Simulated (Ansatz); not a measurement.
# InPd (Pm-3m) in Ansatz: further runs

Runs on InPd. Level: r2SCAN. Tasks: single point, equation of state.

Everything below comes from runs of Ansatz 0.2.0. Logs are shortened: lines on timing, memory, paths and dates and some standing lists are left out, and cuts for length are marked.

**1. The structure**

The structure is cubic, space group Pm-3m (No. 221). The conventional cell has a = 3.272 Å, b = 3.272 Å, c = 3.272 Å, α = 90.00°, β = 90.00°, γ = 90.00°. Around In (site symmetry m-3m) lie 8 Pd at 2.83 Å. Pd (site symmetry m-3m) has 8 In at 2.83 Å as nearest neighbours.

The cell comes from a database or a generator and needn't be the stable form of this composition.

**2. Single point, r2SCAN, 16.46 Å³/atom (volume scaled by 0.94)**

Input file input.yaml:

```yaml
crystal:
  lattice:
    - [3.2050928798, 0.0, 0.0]
    - [0.0, 3.2050928798, 0.0]
    - [0.0, 0.0, 3.2050928798]
  atoms:
    - { symbol: In, position: [0.0, 0.0, 0.0] }
    - { symbol: Pd, position: [0.5, 0.5, 0.5] }
hamiltonian:
  xc: r2scan
  pseudopotentials: { kind: paw }
kpoints:
  mp_grid: { grid: [8, 8, 8] }
scf:
  occupations: { method: fermi_dirac, width: 0.05 }
output:
  forces: true
  stress: true
  eigenvalues: true
  write_density: true
  write_potential: true
  elf: true
  volumetric_format: npy
```

Potentials or basis: Ansatz PAW.

Command:

```bash
> ansatz run input.yaml --threads 2 --pin off --max-ram 5632MiB --backend cpu --events-out ev --progress --plain --runs-dir out
```

What it wrote:

```text
Warning: RAYON_NUM_THREADS=2 ignored (pool sized by the plan → 2); use --threads N
Engine: ansatz 0.2.0, x86_64-unknown-linux-gnu
Pseudopotentials: kind: paw
Pseudopotential: In, paw, valence charge 13, recommended cutoff 500 eV (meta_gga), In.paw.azcp
Pseudopotential: Pd, paw, valence charge 18, recommended cutoff 500 eV (meta_gga), Pd.paw.azcp
Functional definition: r2SCAN
  parameter k0 = 0.174
  parameter k1 = 0.065
  parameter a1 = 4.9479
  exchange = r2scan_x(k0 = k0, k1 = k1, a1 = a1)
  correlation = r2scan_c
Crystal: 2 atoms, lattice volume = 32.925 Å³
Basis set: ecut = 500 eV, 847 PW (Γ), exchange–correlation on 96×96×96 points (64 copies of the dense FFT grid, shifted against one another)
Bands: 20, of which v1, the nominal top of the filled ones, is band 16 counted from 1 (15 counted from 0)
Symmetry: 48 space group operations
Space group: Pm-3m (ITA 221), of the structure as read, at distance tolerance 3.2e-5 Å
k-points: 35 of 512
Non-local potential: In, projectors of the file, l = 0: 2, l = 1: 2, l = 2: 2, l = 3: 2
Non-local potential: Pd, projectors of the file, l = 0: 2, l = 1: 2, l = 2: 2, l = 3: 1
PAW form: soft (Blöchl's): semilocal exchange-correlation on the pseudo side does not see the compensation charge
PAW frozen core: In, regenerated for the run's functional (the file was generated under x = pbe(κ = 0.804, μ = 0.2195149727645171), c = pbe(β = 0.06672455060314922))
PAW frozen core: Pd, regenerated for the run's functional (the file was generated under x = pbe(κ = 0.804, μ = 0.2195149727645171), c = pbe(β = 0.06672455060314922))
PAW one-centre angular grid: In, 590 points (default); XC on 289 of its mesh's 2783 points in the sphere
PAW one-centre angular grid: Pd, 590 points (default); XC on 160 Gauss nodes
Initial density: superposition of atomic densities (neutral atoms: chi_scale 0, normalization atom), corrected by the library's trained network
Initial wavefunctions: pseudopotential atomic-orbital guess
Functional: x = r2scan, c = r2scan; τ floored in thin density (d = 2e-4 eV/Å³)
SCF iter   1: F=—  HF=-12598.652225 eV  |F-HF|=—  |Δ(HF+E_count)|=         —  Δρ=1.33e-2  dr2=4.52e-2  dr2_τ=1.37e-2  ethr=1.77e-3  ⟨swp⟩=5.7  Hψ=3212  notcnv=0
preconditioner: auto → none  [insulator: Δε(μ)=0.451 eV  Ē_g=15.838 eV  σ=0.050 eV  W_gap=0.63  n_scr=6 (ndim 8)  ℏωp=31.0 eV  f_vac=0.000  D(μ)=1.31/eV (n_scr^D=6)  ε∞_Penn≈4.8]
SCF iter   2: F=—  HF=-12598.659977 eV  |F-HF|=—  |Δ(HF+E_count)|=   7.75e-3  Δρ=9.58e-3  dr2=2.36e-2  dr2_τ=2.34e-3  ethr=1.46e-4  ⟨swp⟩=2.1  Hψ=1322  notcnv=0  defer=10
SCF iter   3: F=—  HF=-12598.655051 eV  |F-HF|=—  |Δ(HF+E_count)|=   4.93e-3  Δρ=3.40e-3  dr2=2.74e-3  dr2_τ=2.39e-4  ethr=7.62e-5  ⟨swp⟩=2.0  Hψ=1034  notcnv=0  defer=10
SCF iter   4: F=—  HF=-12598.654524 eV  |F-HF|=—  |Δ(HF+E_count)|=   5.27e-4  Δρ=1.10e-3  dr2=1.66e-4  dr2_τ=7.85e-6  ethr=8.83e-6  ⟨swp⟩=1.5  Hψ=766  notcnv=0  defer=10
SCF iter   5: F=—  HF=-12598.654515 eV  |F-HF|=—  |Δ(HF+E_count)|=   9.39e-6  Δρ=2.33e-4  dr2=5.16e-6  dr2_τ=9.78e-7  ethr=5.36e-7  ⟨swp⟩=2.5  Hψ=1151  notcnv=0  defer=10
SCF iter   6: F=—  HF=-12598.654525 eV  |F-HF|=—  |Δ(HF+E_count)|=   1.01e-5  Δρ=3.37e-5  dr2=1.73e-7  dr2_τ=2.41e-8  ethr=1.67e-8  ⟨swp⟩=2.2  Hψ=1053  notcnv=0  defer=10
SCF iter   7: F=-12598.654525 eV  HF=-12598.654525 eV  |F-HF|=1.55e-9  |Δ(HF+E_count)|=   1.30e-7  Δρ=1.04e-5  dr2=2.28e-8  dr2_τ=6.35e-10  ethr=3.23e-10  ⟨swp⟩=9.5  Hψ=4475  notcnv=0
SCF 1 converged in 7 iterations: F = -12598.654525 eV  dr2 = 2.28e-8
SCF converged after 7 iterations
Free energy (F): -12598.654525 eV
Harris-Foulkes:  -12598.654525 eV  (|F-HF|=1.55e-9)
Internal energy: -12598.644931 eV  (E = F + TS)
E sigma→0 (E₀):  -12598.649728 eV
Entropy (-TS):   -0.009594 eV (-4.797 meV/atom)
Fermi energy:    17.932009 eV
--- Per-component energies (eV) ---
  E_band       = -133.870770
  E_kinetic    = 764.053785
  E_local      = -2782.022657  (includes V_loc(G=0)·N_el)
  E_nonlocal   = 586.168580
  E_hartree    = 1139.914207
  E_xc         = -362.966844
  E_vxc        = -342.321490  (∫ρ·V_xc dr)
  E_paw        = -7959.035704  (= ΣΔE_a)
  E_vpaw       = -664.502104  (= ΣTr[D̂ρ^β])
  E_aug_tail   = 0.000118  (compensation charges beyond the density's cutoff)
  E_vtau       = 24.918395  (kinetic-family band-sum trace: ∫τ·v_τ [+ j·A + Jᵃ·Aᵃ] dr)
  E_ewald      = -3985.269875
  E_core_change = 0.513459  (= ΣΔE_core)
  E_smearing   = -0.009594  (= −TS)
  E_closure    = -0.000000  (closes the sum)
  Σ components = -12598.654525   (vs F -12598.654525, Δ=0.00e0)
--- Forces (eV/Å), atoms counted from 1 ---
  atom   1  In    -0.00000000    -0.00000000     0.00000000
  atom   2  Pd     0.00000000     0.00000000     0.00000000
  max |Σ_I F_I| component: 3.02e-29 eV/Å
--- Stress (GPa, compression-positive) ---
        8.933597       0.000000       0.000000
        0.000000       8.933597       0.000000
       -0.000000       0.000000       8.933597
  P = ⅓ Tr σ = 8.9336 GPa (89.336 kbar)
--- Band table (eV; the first three rows and the last of 35) ---
  k-point 0: bands = ["-69.1224", "-34.0395", "-34.0395", "-34.0395", "2.2404", "2.2404", "2.7510", "2.7510", "2.7510", "7.0564", "13.6733", "13.6733", "15.4508", "15.4508", "15.4508", "22.6666", "22.6666", "22.6666", "29.0169", "29.3734"]
  k-point 1: bands = ["-69.1220", "-34.0461", "-34.0390", "-34.0390", "2.2518", "2.3037", "2.7323", "2.7323", "2.7571", "7.3308", "13.6723", "13.7167", "15.2467", "15.2467", "15.4366", "21.0780", "23.2140", "23.2140", "29.1587", "29.2461"]
  k-point 2: bands = ["-69.1211", "-34.0623", "-34.0379", "-34.0379", "2.2795", "2.4555", "2.6873", "2.6873", "2.7718", "8.1468", "13.6545", "13.6699", "14.8196", "14.8196", "15.4020", "18.6276", "24.6658", "24.6658", "28.9200", "29.1836"]
  k-point 34: bands = ["-69.1154", "-34.0764", "-34.0764", "-34.0764", "2.4196", "2.4196", "2.4196", "3.0115", "3.0115", "12.4977", "12.4977", "12.4977", "16.1240", "16.1240", "18.5720", "22.0940", "22.0940", "22.0940", "22.8700", "22.8700"]
```

Run time: 3 s. Hardware: 2 threads of AMD EPYC (Zen 3), shared host; peak memory 0.41 GiB.

What came out:

| Property | Result |
| --- | --- |
| Free energy | -12598.6545 eV |
| Pressure | 8.9 GPa |
| Band gap on the k mesh | none (metal or under the smearing width) |

Caveat: the PAW data sets come from PBE, with cores solved anew for the run's functional, which leaves a small shift of forces and pressure.

**3. Single point, r2SCAN, 16.81 Å³/atom (volume scaled by 0.96)**

Input file input.yaml:

```yaml
crystal:
  lattice:
    - [3.2276647001, 0.0, 0.0]
    - [0.0, 3.2276647001, 0.0]
    - [0.0, 0.0, 3.2276647001]
  atoms:
    - { symbol: In, position: [0.0, 0.0, 0.0] }
    - { symbol: Pd, position: [0.5, 0.5, 0.5] }
hamiltonian:
  xc: r2scan
  pseudopotentials: { kind: paw }
kpoints:
  mp_grid: { grid: [8, 8, 8] }
scf:
  occupations: { method: fermi_dirac, width: 0.05 }
output:
  forces: true
  stress: true
  eigenvalues: true
```

Potentials or basis: Ansatz PAW.

Command:

```bash
> ansatz run input.yaml --threads 2 --pin off --max-ram 5632MiB --backend cpu --events-out ev --progress --plain --runs-dir out
```

Run time: 2.6 s. Hardware: 2 threads of AMD EPYC (Zen 3), shared host; peak memory 0.4 GiB.

The run converged. Its results:

- Free energy: -12598.6856 eV
- Pressure: 5.4 GPa
- Band gap on the k mesh: none (metal or under the smearing width)

Caveat: the PAW data sets come from PBE, with cores solved anew for the run's functional, which leaves a small shift of forces and pressure.

**4. Single point, r2SCAN, 17.16 Å³/atom (volume scaled by 0.98)**

input.yaml, as its differences from that of step 3:

```diff
@@ -2,5 +2,5 @@
   lattice:
-    - [3.2276647001, 0.0, 0.0]
-    - [0.0, 3.2276647001, 0.0]
-    - [0.0, 0.0, 3.2276647001]
+    - [3.2499251601, 0.0, 0.0]
+    - [0.0, 3.2499251601, 0.0]
+    - [0.0, 0.0, 3.2499251601]
   atoms:
@@ -19 +19,5 @@
   eigenvalues: true
+  write_density: true
+  write_potential: true
+  elf: true
+  volumetric_format: npy
```

Command:

```bash
> ansatz run input.yaml --threads 2 --pin off --max-ram 5632MiB --backend cpu --events-out ev --progress --plain --runs-dir out
```

It took 2.9 s on 2 threads of AMD EPYC (Zen 3), shared host; peak memory 0.41 GiB.

It converged, with:

- Free energy: -12598.7020 eV
- Pressure: 2.2 GPa
- Band gap on the k mesh: none (metal or under the smearing width)

Caveat: the PAW data sets come from PBE, with cores solved anew for the run's functional, which leaves a small shift of forces and pressure.

**5. Single point, r2SCAN, 17.51 Å³/atom**

Input file input.yaml:

```yaml
crystal:
  lattice:
    - [3.27188478, 0.0, 0.0]
    - [0.0, 3.27188478, 0.0]
    - [0.0, 0.0, 3.27188478]
  atoms:
    - { symbol: In, position: [0.0, 0.0, 0.0] }
    - { symbol: Pd, position: [0.5, 0.5, 0.5] }
hamiltonian:
  xc: r2scan
  pseudopotentials: { kind: paw }
kpoints:
  mp_grid: { grid: [8, 8, 8] }
scf:
  occupations: { method: fermi_dirac, width: 0.05 }
output:
  forces: true
  stress: true
  eigenvalues: true
```

Command:

```bash
> ansatz run input.yaml --threads 2 --pin off --max-ram 5632MiB --backend cpu --events-out ev --progress --plain --runs-dir out
```

Run time: 2.4 s. Hardware: 2 threads of AMD EPYC (Zen 3), shared host; peak memory 0.41 GiB.

It converged, with:

- Free energy: -12598.7054 eV
- Pressure: -0.6 GPa
- Band gap on the k mesh: none (metal or under the smearing width)

Caveat: the PAW data sets come from PBE, with cores solved anew for the run's functional, which leaves a small shift of forces and pressure.

**6. Single point, r2SCAN, 17.86 Å³/atom (volume scaled by 1.02)**

input.yaml, as its differences from that of step 5:

```diff
@@ -2,5 +2,5 @@
   lattice:
-    - [3.27188478, 0.0, 0.0]
-    - [0.0, 3.27188478, 0.0]
-    - [0.0, 0.0, 3.27188478]
+    - [3.2935535226, 0.0, 0.0]
+    - [0.0, 3.2935535226, 0.0]
+    - [0.0, 0.0, 3.2935535226]
   atoms:
```

Potentials or basis: Ansatz PAW.

Command:

```bash
> ansatz run input.yaml --threads 2 --pin off --max-ram 5632MiB --backend cpu --events-out ev --progress --plain --runs-dir out
```

Wall time 3.2 s (2 threads of AMD EPYC (Zen 3), shared host); peak memory 0.41 GiB.

Results (log left out):

* Free energy: -12598.6974 eV
* Pressure: -3.0 GPa
* Band gap on the k mesh: none (metal or under the smearing width)

Caveat: the PAW data sets come from PBE, with cores solved anew for the run's functional, which leaves a small shift of forces and pressure.

**7. Single point, r2SCAN, 18.21 Å³/atom (volume scaled by 1.04)**

input.yaml, as its differences from that of step 6:

```diff
@@ -2,5 +2,5 @@
   lattice:
-    - [3.2935535226, 0.0, 0.0]
-    - [0.0, 3.2935535226, 0.0]
-    - [0.0, 0.0, 3.2935535226]
+    - [3.3149408331, 0.0, 0.0]
+    - [0.0, 3.3149408331, 0.0]
+    - [0.0, 0.0, 3.3149408331]
   atoms:
@@ -19 +19,5 @@
   eigenvalues: true
+  write_density: true
+  write_potential: true
+  elf: true
+  volumetric_format: npy
```

Command:

```bash
> ansatz run input.yaml --threads 2 --pin off --max-ram 5632MiB --backend cpu --events-out ev --progress --plain --runs-dir out
```

Wall time 3.5 s (2 threads of AMD EPYC (Zen 3), shared host); peak memory 0.42 GiB.

The run converged. Its results:

- Free energy: -12598.6794 eV
- Pressure: -5.2 GPa
- Band gap on the k mesh: none (metal or under the smearing width)

Caveat: the PAW data sets come from PBE, with cores solved anew for the run's functional, which leaves a small shift of forces and pressure.

**8. Single point, r2SCAN, 18.56 Å³/atom (volume scaled by 1.06)**

Input file input.yaml:

```yaml
crystal:
  lattice:
    - [3.3360556752, 0.0, 0.0]
    - [0.0, 3.3360556752, 0.0]
    - [0.0, 0.0, 3.3360556752]
  atoms:
    - { symbol: In, position: [0.0, 0.0, 0.0] }
    - { symbol: Pd, position: [0.5, 0.5, 0.5] }
hamiltonian:
  xc: r2scan
  pseudopotentials: { kind: paw }
kpoints:
  mp_grid: { grid: [8, 8, 8] }
scf:
  occupations: { method: fermi_dirac, width: 0.05 }
output:
  forces: true
  stress: true
  eigenvalues: true
```

Command:

```bash
> ansatz run input.yaml --threads 2 --pin off --max-ram 5632MiB --backend cpu --events-out ev --progress --plain --runs-dir out
```

It took 2.7 s on 2 threads of AMD EPYC (Zen 3), shared host; peak memory 0.42 GiB.

The run converged. Its results:

```
Free energy            : -12598.6526 eV
Pressure               : -7.0 GPa
Band gap on the k mesh : none (metal or under the smearing width)
```

Caveat: the PAW data sets come from PBE, with cores solved anew for the run's functional, which leaves a small shift of forces and pressure.

**9. Equation of state, r2SCAN**

Potentials or basis: Ansatz PAW.

This step only gathers the single runs of the series.

What came out:

* Equilibrium volume: 17.44 Å³/atom
* Bulk modulus: 133 GPa
* Pressure derivative of the bulk modulus: 5.4

Energy against volume, from the lowest point:
```
volume (Å³/atom)  energy (meV/atom)
          16.462              25.44
          16.813               9.90
          17.163               1.72
          17.513               0.00
          17.863               4.02
          18.214              13.01
          18.564              26.40
```

Caveat: the PAW data sets were made with another functional, which shifts forces and pressure a little.
